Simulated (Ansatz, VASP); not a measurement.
**Ga8As7P (random alloy of the zinc-blende GaP-GaAs line, x = 0.875): VASP beside Ansatz**

Wanted: the spread between two codes on one cell, functional and k mesh. Of the first pair: The structure shown is the start of the Ansatz relaxation below; VASP solves that cell, so the two are compared at the walk's first step.

Method: plane waves, with VASP 6.6.1 beside it; PBE, in Ansatz 0.2.0.

## (1) Starting point

The cell holds 64 atoms: 32 Ga, 28 As and 4 P. Cell: a = 11.440 Å, b = 11.440 Å, c = 11.440 Å, α = 90.0°, β = 90.0°, γ = 90.0°. It derives from GaAs. Zinc-blende GaP-GaAs: 64 atoms, 28 of 32 P sites given to As at random, cell and internal coordinates interpolated linearly between the end members (Vegard's rule); (so at first; earlier steps may have moved the atoms), displaced by a Gaussian of 0.02 A. Lattice constants are starting values near those of PBE.

## (2) Ansatz: relaxation, PBE

Ansatz runs on its default PAW (the set named soft_2) files.

The two programs are compared at the cell with which this relaxation starts, whose forces are those of its first step.

input.yaml

```yaml
crystal:
  lattice:
    - [11.44, 0.0, 0.0]
    - [0.0, 11.44, 0.0]
    - [0.0, 0.0, 11.44]
  atoms:
    - { symbol: Ga, position: [0.00284, 0.99893, 0.99908] }
    - { symbol: As, position: [0.12312, 0.12651, 0.12098] }
    - { symbol: Ga, position: [0.00305, 0.24867, 0.25056] }
    - { symbol: P, position: [0.12456, 0.37756, 0.3714] }
    - { symbol: Ga, position: [0.24944, 0.99933, 0.25198] }
    - { symbol: P, position: [0.37308, 0.1247, 0.37347] }
    - { symbol: Ga, position: [0.25007, 0.25102, 0.99808] }
    - { symbol: As, position: [0.377, 0.37658, 0.12588] }
    - { symbol: Ga, position: [0.00157, 0.9988, 0.49979] }
    - { symbol: As, position: [0.12336, 0.12453, 0.62593] }
    - { symbol: Ga, position: [0.99879, 0.24931, 0.7488] }
    - { symbol: As, position: [0.12352, 0.37383, 0.87498] }
    - { symbol: Ga, position: [0.24805, 0.00041, 0.7529] }
    - { symbol: As, position: [0.3763, 0.12466, 0.87345] }
    - { symbol: Ga, position: [0.24869, 0.25296, 0.50009] }
    - { symbol: As, position: [0.37389, 0.37533, 0.62867] }
    - { symbol: Ga, position: [0.00021, 0.50108, 0.00052] }
    - { symbol: As, position: [0.12438, 0.623, 0.12439] }
    - { symbol: Ga, position: [0.99963, 0.75103, 0.25147] }
    - { symbol: As, position: [0.12663, 0.8755, 0.37655] }
    - { symbol: Ga, position: [0.24868, 0.50219, 0.2509] }
    - { symbol: As, position: [0.37448, 0.62585, 0.37487] }
    - { symbol: Ga, position: [0.25198, 0.75266, 0.00382] }
    - { symbol: As, position: [0.37256, 0.87248, 0.12412] }
    - { symbol: Ga, position: [0.00028, 0.50153, 0.50055] }
    - { symbol: As, position: [0.12146, 0.62446, 0.62645] }
    - { symbol: Ga, position: [0.0004, 0.75133, 0.74961] }
    - { symbol: As, position: [0.12465, 0.87533, 0.87572] }
    - { symbol: Ga, position: [0.25035, 0.50021, 0.74883] }
    - { symbol: As, position: [0.37566, 0.62521, 0.87697] }
    - { symbol: Ga, position: [0.2521, 0.75032, 0.49934] }
    - { symbol: As, position: [0.37388, 0.87574, 0.62514] }
    - { symbol: Ga, position: [0.4994, 8.0e-05, 0.99892] }
    - { symbol: P, position: [0.62622, 0.12422, 0.12714] }
    - { symbol: Ga, position: [0.50071, 0.25104, 0.24809] }
    - { symbol: As, position: [0.6253, 0.37629, 0.37333] }
    - { symbol: Ga, position: [0.74953, 6.0e-05, 0.2476] }
    - { symbol: As, position: [0.87555, 0.12648, 0.3735] }
    - { symbol: Ga, position: [0.75061, 0.24771, 0.99993] }
    - { symbol: As, position: [0.87218, 0.37696, 0.12571] }
    - { symbol: Ga, position: [0.49996, 0.99864, 0.50223] }
    - { symbol: P, position: [0.62844, 0.12175, 0.62716] }
    - { symbol: Ga, position: [0.50285, 0.25059, 0.7479] }
    - { symbol: As, position: [0.62651, 0.37468, 0.87394] }
    - { symbol: Ga, position: [0.74785, 0.00096, 0.75139] }
    - { symbol: As, position: [0.87391, 0.12591, 0.873] }
    - { symbol: Ga, position: [0.7514, 0.25008, 0.49967] }
    - { symbol: As, position: [0.87482, 0.37652, 0.62631] }
    - { symbol: Ga, position: [0.50093, 0.50024, 0.00014] }
    - { symbol: As, position: [0.62608, 0.62541, 0.12619] }
    - { symbol: Ga, position: [0.49946, 0.74574, 0.25182] }
    - { symbol: As, position: [0.62882, 0.87577, 0.37482] }
    - { symbol: Ga, position: [0.74976, 0.49979, 0.25003] }
    - { symbol: As, position: [0.87304, 0.6241, 0.37326] }
    - { symbol: Ga, position: [0.75043, 0.74948, 0.00087] }
    - { symbol: As, position: [0.87469, 0.87672, 0.12537] }
    - { symbol: Ga, position: [0.50383, 0.49668, 0.49887] }
    - { symbol: As, position: [0.62658, 0.62942, 0.62457] }
    - { symbol: Ga, position: [0.50008, 0.7496, 0.75233] }
    - { symbol: As, position: [0.6245, 0.87619, 0.87444] }
    - { symbol: Ga, position: [0.74778, 0.50055, 0.75088] }
    - { symbol: As, position: [0.87726, 0.62481, 0.87392] }
    - { symbol: Ga, position: [0.75098, 0.75042, 0.50049] }
    - { symbol: As, position: [0.87487, 0.87703, 0.62565] }
kpoints:
  mp_grid: { grid: [1, 1, 1] }
hamiltonian:
  xc: pbe
scf:
  occupations: { method: fermi_dirac, width: 0.05 }
output:
  forces: true
relax:
  f_tol: 0.05
  max_steps: 150
  cell: {}
```

Started as:

```
> ansatz run input.yaml --threads 4 --pin off --max-ram 8192MiB --backend cpu --events-out ev --progress --plain --runs-dir out
```

Numbers of over 12 decimals in the logs are rounded to 6 here.

What it wrote:

```text
Engine: ansatz 0.2.0, aarch64-unknown-linux-gnu
Pseudopotentials: kind: paw
Pseudopotential: Ga, paw, valence charge 13, recommended cutoff 420 eV (normal), Ga.paw.azcp
Pseudopotential: As, paw, valence charge 15, recommended cutoff 420 eV (normal), As.paw.azcp
Pseudopotential: P, paw, valence charge 5, recommended cutoff 420 eV (normal), P.paw.azcp
Functional definition: PBE
  parameter kappa = 0.804
  parameter beta = 0.066725
  exchange = pbe_x(kappa = kappa, mu = beta*pi^2/3)
  correlation = pbe_c(beta = beta)
Crystal: 64 atoms, lattice volume = 1497.194 Å³
Basis set: ecut = 420 eV, 29279 PW (Γ), exchange–correlation on 160×160×160 points (8 copies of the dense FFT grid, shifted against one another)
Bands: 514, of which v1, the nominal top of the filled ones, is band 428 counted from 1 (427 counted from 0)
Symmetry: 1 space group operations
Space group: P1 (ITA 1), of the structure as read, at distance tolerance 1.1e-4 Å
k-points: 1
Non-local potential: Ga, projectors of the file, l = 0: 2, l = 1: 2, l = 2: 3, l = 3: 1
Non-local potential: As, projectors of the file, l = 0: 2, l = 1: 2, l = 2: 3, l = 3: 1
Non-local potential: P, projectors of the file, l = 0: 2, l = 1: 2, l = 2: 2
PAW form: soft (Blöchl's): semilocal exchange-correlation on the pseudo side does not see the compensation charge
PAW one-centre angular grid: Ga, 590 points (default); XC on 64 Gauss nodes
PAW one-centre angular grid: As, 590 points (default); XC on 64 Gauss nodes
PAW one-centre angular grid: P, 110 points (default); XC on 64 Gauss nodes
Initial density: superposition of atomic densities (neutral atoms: chi_scale 0, normalization atom), corrected by the library's trained network
Initial wavefunctions: pseudopotential atomic-orbital guess
Functional: x = pbe(κ = 0.804, μ = 0.219515), c = pbe(β = 0.066725)
SCF iter   1: F=—  HF=-260067.531713 eV  |F-HF|=—  |Δ(HF+E_count)|=         —  Δρ=1.78e-3  dr2=2.78e-2  ethr=1.77e-3  ⟨swp⟩=6.0  Hψ=1868  notcnv=0  defer=23
preconditioner: auto → LDOS  [insulator: Δε(μ)=0.270 eV  Ē_g=14.292 eV  σ=0.050 eV  W_gap=0.87  n_scr=388 (ndim 8)  ℏωp=23.0 eV  f_vac=0.091  D(μ)=6.54/eV (n_scr^D=18)  ε∞_Penn≈3.6  β→1.0]
SCF iter   2: F=—  HF=-260067.501262 eV  |F-HF|=—  |Δ(HF+E_count)|=   3.05e-2  Δρ=8.60e-4  dr2=8.55e-3  ethr=3.25e-6  ⟨swp⟩=3.0  Hψ=1094  notcnv=0  defer=68
SCF iter   3: F=—  HF=-260067.496616 eV  |F-HF|=—  |Δ(HF+E_count)|=   4.65e-3  Δρ=3.14e-4  dr2=1.32e-3  ethr=9.99e-7  ⟨swp⟩=2.0  Hψ=874  notcnv=0  defer=68
SCF iter   4: F=—  HF=-260067.495608 eV  |F-HF|=—  |Δ(HF+E_count)|=   1.01e-3  Δρ=3.63e-5  dr2=3.65e-5  ethr=1.55e-7  ⟨swp⟩=2.0  Hψ=734  notcnv=0  defer=68
SCF iter   5: F=—  HF=-260067.495706 eV  |F-HF|=—  |Δ(HF+E_count)|=   9.87e-5  Δρ=1.19e-5  dr2=3.99e-6  ethr=4.27e-9  ⟨swp⟩=3.0  Hψ=945  notcnv=0  defer=68
SCF iter   6: F=—  HF=-260067.495708 eV  |F-HF|=—  |Δ(HF+E_count)|=   1.56e-6  Δρ=5.11e-6  dr2=1.47e-6  ethr=4.66e-10  ⟨swp⟩=2.0  Hψ=791  notcnv=0  defer=68
SCF iter   7: F=-260067.495708 eV  HF=-260067.495708 eV  |F-HF|=3.78e-9  |Δ(HF+E_count)|=   2.12e-7  Δρ=1.42e-6  dr2=4.20e-8  ethr=1.17e-11  ⟨swp⟩=3.0  Hψ=2024  notcnv=0
SCF 1 converged in 7 iterations: F = -260067.495708 eV  dr2 = 4.20e-8
  greatest PAW one-centre occupation: 0.999 electrons in one spin orbital (limit 2), on the As atom at site 1 (counted from 0), in its partial waves of l = 2
relax step   1: F+E_penalty+E_count = -260067.49570756 eV  Δ(F+E_penalty+E_count) = +0.000e0 eV  max|allowed force component| = 7.786e-1 eV/Å  Δτ_max = 0.0000 Å  P = +0.171 GPa  Ω = 1497.194 Å³  (7 SCF iters, dr2 threshold 1.00e-7 eV, accepted)
Crystal: 64 atoms, lattice volume = 1497.780 Å³
Basis set: ecut = 420 eV, 29293 PW (Γ), exchange–correlation on 160×160×160 points (8 copies of the dense FFT grid, shifted against one another)
Initial density: handed on by an earlier stage of this run
Initial wavefunctions: those handed on with the density
iter 1 solved again at ethr=2.68e-5 eV; its pass at ethr=3.10e-3 eV (dr2=2.30e-1 eV) is discarded
SCF iter   1: F=—  HF=-260068.082777 eV  |F-HF|=—  |Δ(HF+E_count)|=         —  Δρ=6.34e-3  dr2=2.31e-1  ethr=2.68e-5  ⟨swp⟩=4.0  Hψ=2029  notcnv=0
preconditioner: auto → LDOS  [insulator: Δε(μ)=0.285 eV  Ē_g=14.301 eV  σ=0.050 eV  W_gap=0.88  n_scr=388 (ndim 8)  ℏωp=23.0 eV  f_vac=0.092  D(μ)=6.92/eV (n_scr^D=18)  ε∞_Penn≈3.6  β→1.0]
SCF iter   2: F=—  HF=-260068.077161 eV  |F-HF|=—  |Δ(HF+E_count)|=   5.62e-3  Δρ=1.56e-3  dr2=8.27e-2  ethr=2.68e-5  ⟨swp⟩=6.0  Hψ=925  notcnv=0
SCF iter   3: F=—  HF=-260068.060788 eV  |F-HF|=—  |Δ(HF+E_count)|=   1.64e-2  Δρ=7.07e-4  dr2=3.19e-2  ethr=9.66e-6  ⟨swp⟩=4.0  Hψ=891  notcnv=0
SCF iter   4: F=—  HF=-260068.053064 eV  |F-HF|=—  |Δ(HF+E_count)|=   7.72e-3  Δρ=1.71e-4  dr2=1.16e-3  ethr=3.73e-6  ⟨swp⟩=2.0  Hψ=675  notcnv=0
[...]
atom  12  As     0.00043018     0.01712679    -0.00055164
  atom  13  Ga     0.00944104     0.01211166    -0.02061197
  atom  14  As     0.00371021    -0.00808597     0.00418192
  atom  15  Ga    -0.00439518    -0.00092018     0.01020131
  atom  16  As     0.00562441     0.01272909    -0.00513554
  atom  17  Ga     0.00000849    -0.01063816     0.01018347
  atom  18  As    -0.00063138     0.00278437    -0.00441939
  atom  19  Ga     0.00159869    -0.00230706     0.00395716
  atom  20  As    -0.01436047    -0.01034370     0.00072468
  atom  21  Ga     0.00754380    -0.00317882     0.00313770
  atom  22  As    -0.01157427    -0.00747147     0.00435795
  atom  23  Ga    -0.00431972    -0.00022640     0.00206854
  atom  24  As    -0.00043933    -0.00720400    -0.00100040
  atom  25  Ga    -0.01001536    -0.00953658    -0.01722323
  atom  26  As     0.00154315    -0.00242129     0.00702776
  atom  27  Ga     0.00141350     0.00655429    -0.00542581
  atom  28  As    -0.00313179    -0.02021439     0.00512099
  atom  29  Ga     0.00110680     0.00078421    -0.00186079
  atom  30  As     0.00593988     0.00062508    -0.00771594
  atom  31  Ga     0.00600705    -0.00724668     0.00040688
  atom  32  As    -0.00076935    -0.00830704     0.01337917
  atom  33  Ga    -0.01374490     0.02266005     0.01552512
  atom  34  P      0.01562029    -0.00783024    -0.01267062
  atom  35  Ga    -0.00909942     0.00078462     0.00285813
[...]
atom  57  Ga    -0.01630031    -0.00172117    -0.00691004
  atom  58  As     0.01185776    -0.00374419     0.02378582
  atom  59  Ga    -0.01561574     0.00556042    -0.01814315
  atom  60  As     0.01651636    -0.00562638     0.00231605
  atom  61  Ga    -0.01365600    -0.00559643    -0.01254190
  atom  62  As     0.00542702     0.01117254    -0.00164911
  atom  63  Ga    -0.00774301     0.00235036    -0.01468632
  atom  64  As     0.00504859    -0.02055010     0.00377796
  max |Σ_I F_I| component: 2.73e-6 eV/Å
--- Stress (GPa, compression-positive) ---
        0.014688      -0.013734       0.015383
       -0.013734       0.007938      -0.015592
        0.015383      -0.015592       0.014103
  P = ⅓ Tr σ = 0.0122 GPa (0.122 kbar)
--- Relaxed structure (3 steps of the walk, 3 accepted, 1 SCFs on fresh bases) ---
  F+E_penalty+E_count = -260068.08724912 eV   max|allowed force component| = 3.191e-2 eV/Å   (the final SCF, on the basis selected at the relaxed cell)
  cell:  # Å, volume = 1498.0853 Å³
    - [11.441072, 0.00276871, -0.00272232]
    - [0.00276871, 11.443677, 0.00285502]
    - [-0.00272232, 0.00285502, 11.442063]
  atoms:
    - { symbol: Ga, position: [9.104364906808058e-5, 1.000440, 1.000443] }
    - { symbol: As, position: [0.126231, 0.126269, 0.126943] }
    - { symbol: Ga, position: [0.00303846, 0.253318, 0.253913] }
    - { symbol: P, position: [0.126228, 0.373759, 0.375119] }
    - { symbol: Ga, position: [0.254261, 1.003947, 0.254239] }
    - { symbol: P, position: [0.376368, 0.126451, 0.375058] }
    - { symbol: Ga, position: [0.250912, 0.250349, 0.999879] }
    - { symbol: As, position: [0.375097, 0.373432, 0.127230] }
    - { symbol: Ga, position: [-0.000331636, 1.000005, 0.499746] }
    - { symbol: As, position: [0.126063, 0.126460, 0.622848] }
    - { symbol: Ga, position: [0.999736, 0.250323, 0.749945] }
    - { symbol: As, position: [0.125146, 0.374875, 0.874974] }
    - { symbol: Ga, position: [0.250656, 0.000991334, 0.750094] }
    - { symbol: As, position: [0.377298, 0.125515, 0.874986] }
    - { symbol: Ga, position: [0.250988, 0.250046, 0.492899] }
    - { symbol: As, position: [0.375094, 0.372759, 0.623049] }
    - { symbol: Ga, position: [-0.000208538, 0.499784, 0.000290372] }
    - { symbol: As, position: [0.125185, 0.624334, 0.126335] }
    - { symbol: Ga, position: [1.000008, 0.751103, 0.250205] }
    - { symbol: As, position: [0.126384, 0.876552, 0.374969] }
    - { symbol: Ga, position: [0.247093, 0.496284, 0.253542] }
    - { symbol: As, position: [0.374391, 0.624043, 0.375055] }
    - { symbol: Ga, position: [0.250766, 0.750919, 0.00138473] }
    - { symbol: As, position: [0.376260, 0.877566, 0.126449] }
    - { symbol: Ga, position: [0.00373874, 0.495961, 0.496901] }
    - { symbol: As, position: [0.125299, 0.624337, 0.623728] }
    - { symbol: Ga, position: [-0.000311604, 0.750114, 0.749599] }
    - { symbol: As, position: [0.125322, 0.875517, 0.875010] }
    - { symbol: Ga, position: [0.250579, 0.499151, 0.749301] }
    - { symbol: As, position: [0.374965, 0.625158, 0.875178] }
    - { symbol: Ga, position: [0.250907, 0.750921, 0.500033] }
    - { symbol: As, position: [0.376211, 0.877664, 0.624014] }
    - { symbol: Ga, position: [0.503512, 0.00337554, 1.003295] }
    - { symbol: P, position: [0.623723, 0.125436, 0.126311] }
    - { symbol: Ga, position: [0.499863, 0.243885, 0.250136] }
    - { symbol: As, position: [0.624094, 0.371991, 0.374882] }
    - { symbol: Ga, position: [0.746808, 0.004108, 0.246984] }
    - { symbol: As, position: [0.874086, 0.126047, 0.374975] }
    - { symbol: Ga, position: [0.746863, 0.246759, 1.004422] }
    - { symbol: As, position: [0.875215, 0.373890, 0.126215] }
    - { symbol: Ga, position: [0.499555, 1.007155, 0.499917] }
    - { symbol: P, position: [0.624036, 0.125407, 0.623538] }
    - { symbol: Ga, position: [0.503208, 0.246935, 0.746125] }
    - { symbol: As, position: [0.625136, 0.372843, 0.875077] }
    - { symbol: Ga, position: [0.745908, 0.00367693, 0.746250] }
    - { symbol: As, position: [0.872972, 0.125292, 0.875027] }
    - { symbol: Ga, position: [0.747137, 0.246882, 0.502990] }
    - { symbol: As, position: [0.874892, 0.374262, 0.623782] }
    - { symbol: Ga, position: [0.499669, 0.499047, 0.000348288] }
    - { symbol: As, position: [0.625270, 0.625114, 0.124942] }
    - { symbol: Ga, position: [0.499832, 0.750101, 0.250542] }
    - { symbol: As, position: [0.623926, 0.878244, 0.375089] }
    - { symbol: Ga, position: [0.749800, 0.498870, 0.250661] }
    - { symbol: As, position: [0.875907, 0.624087, 0.375138] }
    - { symbol: Ga, position: [0.750410, 0.751200, -0.000506699] }
    - { symbol: As, position: [0.873920, 0.876769, 0.125508] }
    - { symbol: Ga, position: [0.500163, 0.499079, 0.499699] }
    - { symbol: As, position: [0.624897, 0.625218, 0.624742] }
    - { symbol: Ga, position: [0.500135, 0.751248, 0.750288] }
    - { symbol: As, position: [0.624908, 0.877495, 0.874938] }
    - { symbol: Ga, position: [0.750548, 0.499601, 0.750178] }
    - { symbol: As, position: [0.875057, 0.625081, 0.875075] }
    - { symbol: Ga, position: [0.750203, 0.750931, 0.499694] }
    - { symbol: As, position: [0.873874, 0.876592, 0.625138] }
```

Reading the cycles: dr2 is the Hartree energy of the density residual (eV), the measure of convergence; HF is the Harris–Foulkes estimate of the energy, which meets the free energy F at convergence.

(Part 1 of 2 ends here.)

[Lines on the potential files, build, host, timing and source positions are cut from VASP's logs without a mark.]

[Logs are printed without paths, hosts, clocks, repeated set-up lines and the standing remarks that a program may print on its own settings, such as how far it seeks lower states.]

[Hosts, paths, dates, database ids (printed as entryN), source tags and the programs' standing remarks are cut or masked in the printed files.]
